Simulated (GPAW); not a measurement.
NbSi2:

```
Nb Si
1.0
     4.81900    0.00000    0.00000
    -2.40950    4.17338    0.00000
     0.00000    0.00000    6.59200
Nb Si
3 6
Direct
  0.00000 0.50000 0.16667
  0.50000 0.50000 0.83333
  0.50000 0.00000 0.50000
  0.31980 0.15990 0.16667
  0.15990 0.84010 0.83333
  0.84010 0.68020 0.50000
  0.68020 0.84010 0.16667
  0.84010 0.15990 0.83333
  0.15990 0.31980 0.50000
```

Program: GPAW 26.7.0. Alike in all runs: task band structure; cell as given; k mesh 4 × 4 × 3; cutoff (eV) 600; smearing fermi-dirac 0.05 eV; the mesh is coarse, so values aren't converged.

Problem. Order these runs on this cell by their pressure, lowest first.
A. level LDA; potentials or basis the program's PAW data sets (release 1.2.1) made for this functional, pw; spin off; band points 60
B. level TPSS; potentials or basis GPAW PAW data sets (gpaw-data 1.2.1), pw; spin SOC, no magnetisation; band points 80; eigensolver davidson; spin axis theta (degrees) 0; spin axis phi (degrees) 0
C. level PBEsol; potentials or basis PAW data sets generated in the run's folder for this functional, pw; spin off; band points 60
D. level PBE; potentials or basis GPAW PAW data sets (gpaw-data 1.2.1), pw; spin off; band points 60

Solution. A (-6.9 GPa), C (-3.9 GPa), B (-2.4 GPa), D (0.3 GPa).

Caveats: all runs use coarse meshes; spin-orbit coupling was added after a scalar SCF, so levels and gaps hold it while energy, forces, pressure and moments don't (some runs); the PAW data sets were made with another functional, which shifts forces and pressure a little (some runs).

Not every run made on this cell is shown here.
